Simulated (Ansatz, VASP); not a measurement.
**Two plane-wave programs on CdF2**

```
Cd F
1.0
     0.00000    2.69400    2.69400
     2.49195    0.00000    2.69400
     2.49195    2.69400    0.00000
Cd F
1 2
Direct
  0.00000 0.00000 0.00000
  0.25000 0.25000 0.25000
  0.75000 0.75000 0.75000
```

Change from the starting cell: strain -0.0750 x Voigt [1, 0, 0, 0, 0, 0], atoms carried along.

Alike in both runs: task single point; functional LDA; k mesh 8 × 8 × 8; occupations gaussian, width 0.05 eV; no spin polarisation.

|  | VASP | Ansatz |
| --- | --- | --- |
| version | VASP 6.6.1 | Ansatz 0.2.0 |
| potentials or method | VASP PAW LDA potentials, release 64 (Cd, F) | scalar-relativistic, plane waves, PAW |
| plane-wave cutoff (eV) | 520 | 420 |
| valence electrons in the cell | 26 | 34 |

VASP gave:

* gap on the k mesh at the Fermi level (eV): 2.89
* least direct gap on the mesh (eV): 3.31
* pressure (GPa): 5.0
* largest component of the traceless stress (GPa): 6.36

Question: Which values does Ansatz return?

Answer: gap on the k mesh at the Fermi level (eV): 2.91; least direct gap on the mesh (eV): 3.32; pressure (GPa): 3.6; largest component of the traceless stress (GPa): 6.49.

The two sets of potentials don't hold the same shells in valence.

A k mesh can miss the band edges.
